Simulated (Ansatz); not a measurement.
Set up this calculation in Ansatz 0.2.0, as the native input.

```
Task                : single point
Functional          : PBE
Potentials or basis : Ansatz PAW
Cutoff              : 420 eV (not typed: the program's choice for these potentials)
k mesh              : 8 × 8 × 4
Occupations         : fermi-dirac, width 0.05 eV
Spin                : no spin polarisation
```

TiTe2:

```
Te Ti
1.0
     3.77700    0.00000    0.00000
    -1.88850    3.27098    0.00000
     0.00000    0.00000    6.49800
Te Ti
2 1
Direct
  0.33883 0.66074 0.74191
  0.66739 0.33800 0.26724
  0.99875 0.99981 0.00240
```

The cell isn't the ideal one: atoms moved at random, drawn with an rms of 0.05 Å.

One way to write it, as run:

input.yaml

```yaml
crystal:
  lattice:
    - [3.777, 0.0, 0.0]
    - [-1.8885, 3.2709779501, 0.0]
    - [0.0, 0.0, 6.498]
  atoms:
    - { symbol: Te, position: [0.338833, 0.660744, 0.741906] }
    - { symbol: Te, position: [0.667394, 0.338002, 0.267244] }
    - { symbol: Ti, position: [-0.001254, -0.000186, 0.0024] }
hamiltonian:
  xc: pbe
  pseudopotentials: { kind: paw }
kpoints:
  mp_grid: { grid: [8, 8, 4] }
scf:
  occupations: { method: fermi_dirac, width: 0.05 }
output:
  forces: true
  stress: true
  eigenvalues: true
```

Potentials or basis: Ansatz PAW.

The run is started by

```console
$ ansatz run input.yaml --threads 2 --pin off --max-ram 5120MiB --backend cpu --events-out ev --progress --plain --runs-dir out
```

It gave:

```json
{"Pressure": "1.0 GPa", "Largest force": "0.187 eV/Å", "Band gap on the k mesh": "none (metal or under the smearing width)"}
```

Run time: 12 s on 2 threads of Arm Neoverse V1 (shared host), peak memory 0.49 GiB.
